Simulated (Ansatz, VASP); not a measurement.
BAs: VASP beside Ansatz

INCAR

```
SYSTEM = BAs
PREC = Accurate
ENCUT = 520
EDIFF = 1E-6
ISMEAR = 0
SIGMA = 0.02
LREAL = .FALSE.
LASPH = .TRUE.
NELM = 100
ALGO = Fast
ISIF = 2
LWAVE = .FALSE.
LCHARG = .TRUE.
GGA = PS
LELF = .TRUE.
LVHAR = .TRUE.
NBANDS = 11
```

KPOINTS

```
Automatic mesh
0
G
  10 10 10
  0 0 0
```

POSCAR

```
BAs
1.0
    0.0000000000      2.3838624930      2.3838624930
    2.3838624930      0.0000000000      2.3838624930
    2.3838624930      2.3838624930      0.0000000000
B As
1 1
Direct
    0.0000000000      0.0000000000      0.0000000000
    0.2500000000      0.2500000000      0.2500000000
```

Input for Ansatz:

```yaml
crystal:
  lattice:
    - [0.0, 2.383862493, 2.383862493]
    - [2.383862493, 0.0, 2.383862493]
    - [2.383862493, 2.383862493, 0.0]
  atoms:
    - { symbol: B, position: [0.0, 0.0, 0.0] }
    - { symbol: As, position: [0.25, 0.25, 0.25] }
basis:
  ecutwfc: 420
kpoints:
  mp_grid: { grid: [10, 10, 10] }
  band_path:
    path:
      - [[0.0, 0.0, 0.0], [-0.5, -0.5, 0.0], [-0.375, -0.375, 0.25]]
      - [[-0.375, 0.0, 0.375], [0.0, 0.0, 0.0], [0.0, 0.0, 0.5], [-0.5, -0.25, 0.25], [-0.5, -0.5, 0.0]]
    npoints: 10
hamiltonian:
  xc: pbesol
  pseudopotentials: { kind: paw, azcp: { folder: soft_1 } }
scf:
  occupations: { method: gaussian, width: 0.02 }
  n_extra_bands: 7
output:
  forces: true
  stress: true
  eigenvalues: true
```

Alike in both runs: task single point; functional PBEsol; k mesh 10 × 10 × 10; occupations gaussian, width 0.02 eV; no spin polarisation.

|  | VASP | Ansatz |
| --- | --- | --- |
| version | VASP 6.6.1 | Ansatz 0.2.0 |
| potentials or method | VASP PAW PBE potentials, release 64 (B, As) | scalar-relativistic, plane waves, PAW |
| plane-wave cutoff (eV) | 520 | 420 |
| valence electrons in the cell | 8 | 18 |

|  | VASP | Ansatz | Ansatz less VASP |
| --- | --- | --- | --- |
| gap on the k mesh at the Fermi level (eV) | 1.07 | 1.08 | +0.010 |
| least direct gap on the mesh (eV) | 3.25 | 3.25 | +0.003 |
| pressure (GPa) | 0.9 | 0.0 | -0.89 |

The two sets of potentials don't hold the same shells in valence. Ansatz warned: «pseudo_functional_mismatch».

Caveats: the PAW data sets were made with another functional, which shifts forces and pressure a little (VASP). A k mesh can miss the band edges. A hybrid or GW would open this gap; PBEsol tends to underestimate it.
